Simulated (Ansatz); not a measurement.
The geometry is COD entry 9004178, unchecked; take it as a test cell. The listed cell was then made from it by scaling, straining or moving an atom.

ZnO: DFT, LDA, PAW with Ansatz's default frozen-core files, scalar-relativistic (Ansatz 0.2.0). What sets it apart from a plain run of this crystal: equal xx and yy strain of +1 %.

Command: `ansatz run input.yaml --threads 1 --pin off --max-ram 6144MiB --backend cpu --events-out ev --progress --plain --runs-dir out` The run took 7.3 s on 1 thread of Arm Neoverse V1, on a shared host, peak memory 0.38 GiB.

```yaml
crystal:
  lattice:
    - [3.2818927111, 0.0, 0.0]
    - [-1.6409463555, 2.8422024603, 0.0]
    - [0.0, 0.0, 5.2038]
  atoms:
    - { symbol: Zn, position: [0.3333333333, 0.6666666667, 0.0] }
    - { symbol: Zn, position: [0.6666666667, 0.3333333333, 0.5] }
    - { symbol: O, position: [0.3333333333, 0.6666666667, 0.3821] }
    - { symbol: O, position: [0.6666666667, 0.3333333333, 0.8821] }
kpoints:
  mp_grid: { grid: [11, 11, 6] }
scf:
  occupations: { method: fermi_dirac, width: 0.02 }
hamiltonian:
  xc: lda
  pseudopotentials: { kind: paw }
output:
  forces: true
  stress: true
  eigenvalues: true
  efg: { contact_densities: true }
```

Output:

```
Engine: ansatz 0.2.0
Pseudopotentials: kind: paw
Pseudopotential: Zn, paw, valence charge 12, recommended cutoff 420 eV (normal)
Pseudopotential: O, paw, valence charge 6, recommended cutoff 420 eV (normal)
Functional definition: SPW92
  exchange = slater_x
  correlation = pw_c
Crystal: 4 atoms, lattice volume = 48.540 Å³
Basis set: ecut = 420 eV, 965 PW (Γ)
Bands: 22, of which v1, the nominal top of the filled ones, is band 18 counted from 1 (17 counted from 0)
Symmetry: 12 space group operations
Space group: P63mc (ITA 186), of the structure as read, at distance tolerance 3.6e-5 Å
k-points: 64 of 726 (time reversal used)
Non-local potential: Zn, projectors of the file, l = 0: 2, l = 1: 2, l = 2: 3, l = 3: 1
Non-local potential: O, projectors of the file, l = 0: 2, l = 1: 2, l = 2: 1
PAW form: soft (Blöchl's): semilocal exchange-correlation on the pseudo side does not see the compensation charge
PAW frozen core: Zn, regenerated for the run's functional, and the local potential with it (the file was generated under x = pbe(κ = 0.804, μ = 0.2195149727645171), c = pbe(β = 0.06672455060314922))
PAW frozen core: O, regenerated for the run's functional, and the local potential with it (the file was generated under x = pbe(κ = 0.804, μ = 0.2195149727645171), c = pbe(β = 0.06672455060314922))
PAW one-centre angular grid: Zn, 590 points (default); XC on 64 Gauss nodes
PAW one-centre angular grid: O, 110 points (default); XC on 64 Gauss nodes
Initial density: superposition of atomic densities (neutral atoms: chi_scale 0, normalization atom), corrected by the library's trained network
Initial wavefunctions: pseudopotential atomic-orbital guess
Functional: x = slater, c = lda
SCF iter   1: F=—  HF=-7603.872491 eV  |F-HF|=—  |Δ(HF+E_count)|=         —  Δρ=1.88e-2  dr2=1.49e-1  ethr=1.77e-3  ⟨swp⟩=6.0  Hψ=6124  notcnv=0
preconditioner: auto → Resta (q_TF=auto, 2.596 Å⁻¹)  ε∞=7.7  [insulator: Δε(μ)=0.531 eV  Ē_g=12.356 eV  σ=0.020 eV  W_gap=1.00  n_scr=22 (ndim 8)  ℏωp=32.0 eV  f_vac=0.042  D(μ)=0.00/eV (n_scr^D=0)  ε∞_Penn≈7.7]
SCF iter   2: F=—  HF=-7603.834894 eV  |F-HF|=—  |Δ(HF+E_count)|=   3.76e-2  Δρ=3.97e-3  dr2=2.76e-3  ethr=4.13e-4  ⟨swp⟩=3.0  Hψ=3321  notcnv=0
SCF iter   3: F=—  HF=-7603.834130 eV  |F-HF|=—  |Δ(HF+E_count)|=   7.63e-4  Δρ=2.07e-3  dr2=1.22e-3  ethr=7.66e-6  ⟨swp⟩=3.0  Hψ=2770  notcnv=0
SCF iter   4: F=—  HF=-7603.833724 eV  |F-HF|=—  |Δ(HF+E_count)|=   4.07e-4  Δρ=3.22e-4  dr2=3.04e-5  ethr=3.38e-6  ⟨swp⟩=2.0  Hψ=2560  notcnv=0
SCF iter   5: F=—  HF=-7603.833732 eV  |F-HF|=—  |Δ(HF+E_count)|=   7.97e-6  Δρ=1.75e-4  dr2=1.20e-5  ethr=8.44e-8  ⟨swp⟩=2.0  Hψ=2432  notcnv=0
SCF iter   6: F=—  HF=-7603.833725 eV  |F-HF|=—  |Δ(HF+E_count)|=   6.08e-6  Δρ=3.45e-5  dr2=3.83e-7  ethr=3.34e-8  ⟨swp⟩=2.0  Hψ=2432  notcnv=0
SCF iter   7: F=-7603.833726 eV  HF=-7603.833726 eV  |F-HF|=2.90e-8  |Δ(HF+E_count)|=   1.80e-7  Δρ=9.93e-6  dr2=4.96e-8  ethr=2.78e-10  ⟨swp⟩=5.2  Hψ=6070  notcnv=0
SCF 1 converged in 7 iterations: F = -7603.833726 eV  dr2 = 4.96e-8
  greatest PAW one-centre occupation: 0.987 electrons in one spin orbital (limit 2), on the Zn atom at site 1 (counted from 0), in its partial waves of l = 2
SCF converged after 7 iterations
Free energy (F): -7603.833726 eV
Harris-Foulkes:  -7603.833726 eV  (|F-HF|=2.90e-8)
Internal energy: -7603.833726 eV  (E = F + TS)
E sigma→0 (E₀):  -7603.833726 eV
Fermi energy:    6.835948 eV
--- Per-component energies (eV) ---
  E_band       = 40.529332
  E_kinetic    = 608.199193
  E_local      = -4038.068840  (includes V_loc(G=0)·N_el)
  E_nonlocal   = 1343.814016
  E_hartree    = 1649.938828
  E_xc         = -412.953069
  E_vxc        = -289.718103  (∫ρ·V_xc dr)
  E_paw        = -3814.971812  (= ΣΔE_a)
  E_vpaw       = -883.588554  (= ΣTr[D̂ρ^β])
  E_aug_tail   = 0.004266  (compensation charges beyond the density's cutoff)
  E_ewald      = -2943.104434
  E_core_change = 3.308126  (= ΣΔE_core)
  E_smearing   = -0.000000  (= −TS)
  E_closure    = 0.000000  (closes the sum)
  Σ components = -7603.833726   (vs F -7603.833726, Δ=0.00e0)
--- Forces (eV/Å), atoms counted from 1 ---
  atom   1  Zn    -0.00000000    -0.00000000    -0.02285362
  atom   2  Zn    -0.00000000    -0.00000000    -0.02285362
  atom   3  O      0.00000000     0.00000000     0.02282069
  atom   4  O     -0.00000000    -0.00000000     0.02282069
  max |Σ_I F_I| component: 6.59e-5 eV/Å
--- Stress (GPa, compression-positive) ---
      -10.382120       0.000000       0.000000
        0.000000     -10.382120       0.000000
        0.000000      -0.000000      -7.747197
  P = ⅓ Tr σ = -9.5038 GPa (-95.038 kbar)
--- PAW observables at the nuclei: V_zz in 10²¹ V/m², potentials from the cell's mean, atoms counted from 1 ---
  atom   1  Zn V_zz =    +0.300523   η = 0.0000   by run symmetry: allowed
            electrostatic potential = -3944.431514 V   contact ρ = 165728.493926 e/Å³
  atom   2  Zn V_zz =    +0.300523   η = 0.0000   by run symmetry: allowed
            electrostatic potential = -3944.431514 V   contact ρ = 165728.493926 e/Å³
  atom   3  O  V_zz =    -0.458774   η = 0.0000   by run symmetry: allowed
            electrostatic potential = -622.938942 V   contact ρ = 2124.833238 e/Å³
  atom   4  O  V_zz =    -0.458774   η = 0.0000   by run symmetry: allowed
            electrostatic potential = -622.938942 V   contact ρ = 2124.833238 e/Å³
--- Band table (eV; the first three rows and the last of 64) ---
  k-point 0: bands = ["-11.1660", "-10.4053", "0.7987", "0.7987", "0.8747", "0.9801", "0.9801", "0.9867", "1.9024", "1.9024", "2.1149", "2.1149", "2.3975", "5.6733", "5.6733", "6.4053", "6.4677", "6.4677", "7.1842", "11.4374", "14.6085", "18.9454"]
  k-point 1: bands = ["-11.1177", "-10.4591", "0.8042", "0.8042", "0.8236", "0.8420", "0.9606", "0.9606", "1.9224", "1.9224", "2.1073", "2.1073", "2.7346", "5.7278", "5.7278", "5.8338", "6.4159", "6.4159", "7.8458", "11.2373", "14.7889", "18.9488"]
  k-point 2: bands = ["-10.9839", "-10.6037", "0.6638", "0.7102", "0.8241", "0.8241", "0.9135", "0.9135", "1.9732", "1.9732", "2.0807", "2.0807", "3.4466", "5.0505", "5.8761", "5.8761", "6.2738", "6.2738", "8.8385", "10.6688", "15.3625", "17.8208"]
  k-point 63: bands = ["-10.2952", "-10.2952", "0.7368", "0.7368", "1.0627", "1.0627", "1.4880", "1.4880", "1.9429", "1.9429", "2.4016", "2.4016", "2.7672", "2.7672", "3.8772", "3.8772", "5.3143", "5.3143", "13.7518", "13.7518", "14.6517", "14.6518"]
```
